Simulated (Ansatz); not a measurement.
## AgI at 12 GPa: from Born charge to LO–TO splitting and polaron coupling

All numbers below come from Ansatz, DFT LDA, scalar-relativistic, plane waves, PAW. Plane waves to 420 eV; Γ-centred k mesh 8×8×8; fixed occupations. No spin polarisation. Phonons by linear response, acoustic sum rule imposed.

The cell, relaxed at 12 GPa:
```xyz
2
Lattice="0.0000 2.9892 2.9892 2.9892 0.0000 2.9892 2.9892 2.9892 0.0000" Properties=species:S:1:pos:R:3 pbc="T T T"
Ag    0.0000    0.0000    0.0000
I     4.4838    4.4838    4.4838
```

Spin–orbit coupling is left out, which matters for heavy elements. The run warned that the force constants aren't converged on this k mesh, so the frequencies and all that is formed from them are rough.

Linear response gives ν_TO = 176.8 cm⁻¹, Born charges ±0.941 e (positive on Ag) and ε∞ = 6.592. The primitive cell holds 53.420 Å³, and the masses are 107.868 and 126.904 amu.

**Question.** Find ν_LO and the static dielectric constant.

**Answer.** The long-wave field adds a restoring force: ω_LO² − ω_TO² = Z*²e²/(ε_vac ε∞ μV). In these units ν_LO² − ν_TO² = 4.92064×10⁷ Z*²/(μ V ε∞) cm⁻², with μ = m₁m₂/(m₁ + m₂) = 58.307 amu: 2123 cm⁻². So ν_LO = √(176.8² + 2123) = 182.7 cm⁻¹, and the run gives 182.7. Lyddane–Sachs–Teller then gives ε0 = ε∞ (ν_LO/ν_TO)² = 7.04, against 7.04 in the run (it forms both from the same three quantities, so the match checks the arithmetic only). Between ν_TO and ν_LO the dielectric function is negative and an undamped crystal reflects fully: a reststrahlen band from 54.7 to 56.6 μm.

**Question.** What do the Clausius–Mossotti polarisability and the Szigeti charge come to?

**Answer.** With the Lorentz local field, α = (3V/4π)(ε∞ − 1)/(ε∞ + 2) = 8.30 Å³ for the pair, and e_S = 3Z*/(ε∞ + 2) = 0.33 e. The Born charge includes the electrons' response to the dipole's own local field, and e_S takes that enhancement out. The Lorentz field assumes point-like polarisable ions, a poor picture once ε∞ is this large, since the electron clouds then overlap or are shared, so both numbers are formal here.

**Question.** How strongly does a slow electron couple to the LO mode?

**Answer.** For one isotropic parabolic band, Fröhlich's constant is α_F = (1/ε∞ − 1/ε0) √(m* Ry/ħω_LO), with Ry = 13.606 eV, ħω_LO = 22.7 meV and m* in free-electron masses: α_F = 0.0096 × 24.51 × √m* = 0.24 √m*. The band mass isn't part of this run; for m* = 0.1, 0.3 and 1 it gives 0.07, 0.13, 0.24. In weak coupling the polaron lies α_F ħω_LO below the band edge (3 meV at m* = 0.3) with a mass m*(1 + α_F/6); past α_F of about 5 or 6 that expansion fails. A semilocal functional's ε∞ tends to be too large, which taken alone lowers α_F.